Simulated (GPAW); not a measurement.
W:

```
W
1.0
    -1.58234    1.58234    1.58234
     1.58234   -1.58234    1.58234
     1.58234    1.58234   -1.58234
W
1
Direct
  0.00000 0.00000 0.00000
```

| Quantity | Value |
| --- | --- |
| Program | GPAW 26.7.0 |
| Task | relaxation of cell and atoms |
| Functional | PBEsol |
| Dispersion | D3(BJ)+ATM |
| Potentials or basis | PAW data sets generated in the run's folder for this functional |
| Cutoff | 600 eV |
| Basis | pw |
| k mesh | 12 × 12 × 12 |
| Occupations | fermi-dirac, width 0.05 eV |
| Spin | no spin polarisation |

At the start: pressure -9.3 GPa; volume 15.85 Å³/atom.

How do energy, volume and symmetry change on relaxing?

Over 3 steps the energy falls by 13.5 meV/atom and the volume is 15.39 Å³/atom (-2.9 %); space group Im-3m (No. 229, to 0.05 Å).

The path:
| step | energy change (eV) | largest force (eV/Å) | pressure (GPa) | volume (Å³) |
| --- | --- | --- | --- | --- |
| 1 | 0.0000 | 0.0000 | -9.31 | 15.85 |
| 2 | -0.0120 | 0.0000 | 3.27 | 15.23 |
| 3 | -0.0135 | 0.0000 | -0.08 | 15.39 |

Final structure:
```yaml
crystal:
  lattice:
    - [-1.56685, 1.56685, 1.56685]
    - [1.56685, -1.56685, 1.56685]
    - [1.56685, 1.56685, -1.56685]
  atoms:
    - { symbol: W, position: [0.00000, 0.00000, 0.00000] }
```

Caveat: later steps reuse the first step's grids; pairwise dispersion overbinds metals, which lowers pressure and volume.
